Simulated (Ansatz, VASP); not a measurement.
One calculation of KBr, two programs

```
K Br
1.0
    -0.02543    3.30225    3.30225
     3.30225   -0.02543    3.30225
     3.27682    3.27682    0.00000
K Br
1 1
Cartesian
  0.0000 0.0000 0.0000
  3.2768 3.2768 3.3022
```

Change from the starting cell: shear_xy strain -1.5%.

Alike in both runs: task single point; functional PBE; k mesh 6 × 6 × 6; occupations fermi-dirac, width 0.02 eV; no spin polarisation.

|  | VASP | Ansatz |
| --- | --- | --- |
| version | VASP 6.6.1 | Ansatz 0.2.0 |
| potentials or method | VASP PAW PBE potentials, release 64 (K_sv, Br) | plane waves, PAW |
| plane-wave cutoff (eV) | 520 | 420 |
| valence electrons in the cell | 16 | 16 |

|  | VASP | Ansatz | Ansatz less VASP |
| --- | --- | --- | --- |
| gap on the k mesh at the Fermi level (eV) | 4.41 | 4.41 | +0.002 |
| pressure (GPa) | 0.7 | 0.7 | -0.04 |
| largest component of the traceless stress (GPa) | 0.08 | 0.08 | +0.001 |
